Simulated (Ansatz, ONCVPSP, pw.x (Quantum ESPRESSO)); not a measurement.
## pw.x on bcc Pt: one setting changed

Potential: optimised norm-conserving Vanderbilt (ONCV), ONCVPSP 4.0.1.1 (patched build), PBE; core [Kr] 4d10 4f14, reference 5s2 5p6 5d9 6s1; waves: 5s+6s: rc 1.80 bohr, ncon 4, nbas 7, qcut 8.5 1/bohr, 2 projectors; 5p: rc 1.70 bohr, ncon 5, nbas 9, qcut 7.8 1/bohr, 2 projectors, debl 3.1 Ha; 5d: rc 1.35 bohr, ncon 4, nbas 8, qcut 6.6 1/bohr, 3 projectors, debl 2.5 Ha; local part: polynomial inside 1.30 bohr (lpopt 5, dvloc0 1 Ha); core correction: none.

The reference run (k-mesh 15³, cutoffs 65/260 Ry, Fermi–Dirac 0.01 Ry, mixing_beta 0.4, conv_thr 1e-9, no spin) gives -2.05 GPa at 15.859 Å³/atom, where all-electron LAPW gives -0.19 GPa. This run, with its own iteration cap, changes smearing to mp.

```
&control
  calculation='scf', prefix='x', pseudo_dir='./', outdir='./tmp', tstress=.true., disk_io='none'
/
&system
  ibrav=0, nat=1, ntyp=1, ecutwfc=65, ecutrho=260, nbnd=17,
  occupations='smearing', smearing='mp', degauss=0.01
/
&electrons
  conv_thr=1e-09, mixing_beta=0.4, electron_maxstep=60
/
ATOMIC_SPECIES
Pt 1.0 Pt.UPF
CELL_PARAMETERS angstrom
  -1.58272430 1.58272430 1.58272430
  1.58272430 -1.58272430 1.58272430
  1.58272430 1.58272430 -1.58272430
ATOMIC_POSITIONS crystal
Pt 0.0000 0.0000 0.0000
K_POINTS automatic
15 15 15 0 0 0
```

```bash
pw.x < Pt.scf.in > Pt.scf.out
```

Q: How does the run end?

A: It converges in 8 iterations; the free energy moves by +26.0 meV/atom and the pressure by -0.54 GPa. This scheme is built to cancel the term in the square of the width that Fermi–Dirac smearing leaves in the F of a metal.

```
Message from routine setup:
     using ibrav=0 with symmetry is DISCOURAGED, use correct ibrav instead
     lattice parameter (alat)  =       5.1804  a.u.
     unit-cell volume          =     107.0218 (a.u.)^3
     number of electrons       =        18.00
     number of Kohn-Sham states=           17
     kinetic-energy cutoff     =      65.0000  Ry
     charge density cutoff     =     260.0000  Ry
     scf convergence threshold =      1.0E-09
     Exchange-correlation= PBE
     number of k points=   120  Methfessel-Paxton smearing, width (Ry)=  0.0100
     iteration #  1     ecut=    65.00 Ry     beta= 0.40
     total energy              =    -241.59926387 Ry
     estimated scf accuracy    <       0.07839730 Ry
     iteration #  2     ecut=    65.00 Ry     beta= 0.40
     total energy              =    -241.60999715 Ry
     estimated scf accuracy    <       0.00312570 Ry
     iteration #  3     ecut=    65.00 Ry     beta= 0.40
     total energy              =    -241.61002520 Ry
     estimated scf accuracy    <       0.00072189 Ry
     iteration #  4     ecut=    65.00 Ry     beta= 0.40
     total energy              =    -241.61006429 Ry
     estimated scf accuracy    <       0.00000836 Ry
     iteration #  5     ecut=    65.00 Ry     beta= 0.40
     total energy              =    -241.61006639 Ry
     estimated scf accuracy    <       0.00000088 Ry
     iteration #  6     ecut=    65.00 Ry     beta= 0.40
     total energy              =    -241.61006648 Ry
     estimated scf accuracy    <       0.00000005 Ry
     iteration #  7     ecut=    65.00 Ry     beta= 0.40
     total energy              =    -241.61006649 Ry
     estimated scf accuracy    <          2.0E-09 Ry
     iteration #  8     ecut=    65.00 Ry     beta= 0.40
     the Fermi energy is    21.7563 ev
!    total energy              =    -241.61006649 Ry
     estimated scf accuracy    <          1.5E-11 Ry
     smearing contrib. (-TS)   =      -0.00001986 Ry
     The total energy is F=E-TS. E is the sum of the following terms:
     one-electron contribution =     -61.80067616 Ry
     hartree contribution      =      40.51334124 Ry
     xc contribution           =     -23.20720404 Ry
     ewald contribution        =    -197.11550766 Ry
     convergence has been achieved in   8 iterations
          total   stress  (Ry/bohr**3)                   (kbar)     P=      -25.91
     Message from routine punch:
     Nothing written, as per user request (disk_io='none')
```

The run took about 47 s on one core of a shared host (Neoverse-N1, 64 threads, 124 GiB, load 53).
